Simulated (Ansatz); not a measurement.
# HfH2: the cost of one run

Method: DFT PBEsol, scalar-relativistic, plane waves, PAW, in Ansatz 0.2.0.

2 further runs of the same task are left out: 2 set aside as unsound or not needed. Runs told in other sessions of the task aren't counted.

### 1 Starting point

Symmetry: I4/mmm, No. 139, tetragonal system. Conventional cell: a = 3.456 Å, b = 3.456 Å, c = 4.265 Å, α = 90.00°, β = 90.00°, γ = 90.00°. Around Hf (site symmetry 4/mmm) lie 8 H at 2.03 Å. H (site symmetry -4m2) has 4 Hf at 2.03 Å in its first shell of neighbours.

Coordinates:

```
CELL_PARAMETERS angstrom
-1.72794 1.72794 2.13259
1.72794 -1.72794 2.13259
1.72794 1.72794 -2.13259
ATOMIC_POSITIONS crystal
Hf 0.00000 0.00000 0.00000
H 0.75000 0.25000 0.50000
H 0.25000 0.75000 0.50000
```

It is the result of an earlier relaxation at this level (volume 8.49 Å³/atom; gap on the mesh: none (metal)).

### 2 Relaxing at 2 GPa

At a set pressure the run lowers the enthalpy E + PV, so the energy alone may rise along the way.

The input, input.yaml:

```yaml
crystal:
  lattice:
    - [-1.7279355588, 1.7279355588, 2.1325904494]
    - [1.7279355588, -1.7279355588, 2.1325904494]
    - [1.7279355588, 1.7279355588, -2.1325904494]
  atoms:
    - { symbol: Hf, position: [0.0, 0.0, 0.0] }
    - { symbol: H, position: [0.75, 0.25, 0.5] }
    - { symbol: H, position: [0.25, 0.75, 0.5] }
basis:
  ecutwfc: 420
kpoints:
  mp_grid: { grid: [16, 16, 16] }
hamiltonian:
  xc: pbesol
scf:
  occupations: { method: fermi_dirac, width: 0.15 }
output:
  forces: true
  stress: true
  eigenvalues: true
relax:
  adjacent_minimum: "off"
  f_tol: 0.001
  max_steps: 60
  cell: { stress_tol: 0.02, p_target: 2.0 }
```

Run with:

```sh
$ ansatz run input.yaml --threads 1 --pin off --max-ram 3072MiB --backend cpu --events-out ev --progress --plain --runs-dir out
```

**Question.** How long does this run take on 1 thread of AMD EPYC 7R43 (Zen 3), shared host, and how much memory does it need?

About 48 s, with a peak of 0.51 GiB.
